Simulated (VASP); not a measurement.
Input of a VASP 6.6.1 run:

The input INCAR:

```
SYSTEM = SnO
ALGO = Normal
EDIFF = 1E-7
ENCUT = 520
GGA = PE
ISIF = 2
ISMEAR = -1
LASPH = .TRUE.
LCHARG = .FALSE.
LREAL = .FALSE.
LWAVE = .FALSE.
NBANDS = 17
NELM = 100
PREC = Accurate
SIGMA = 0.02
```

File KPOINTS:

```
k-points
0
G
  8 8 8
  0 0 0
```

File POSCAR:

```
SnO
1.0
    3.1207858608      0.0000000000      0.0000000000
    0.0000000000      3.1207858608      0.0000000000
    0.0000000000      0.0000000000      3.1207858608
Sn O
1 1
Direct
    0.0000000000      0.0000000000      0.0000000000
    0.5000000000      0.5000000000      0.5000000000
```

Potentials or basis: VASP PAW PBE potentials, release 64 (Sn_d, O).

Launch:

```bash
$ cat potpaw_PBE.64/Sn_d/POTCAR potpaw_PBE.64/O/POTCAR > POTCAR
$ mpirun -np 1 vasp_std > vasp.out
```

(1) Estimate the band gap on the k mesh.

(2) What does it give for the pressure?

Results:

(1) none (metal or under the smearing width).

(2) 1.1 GPa.
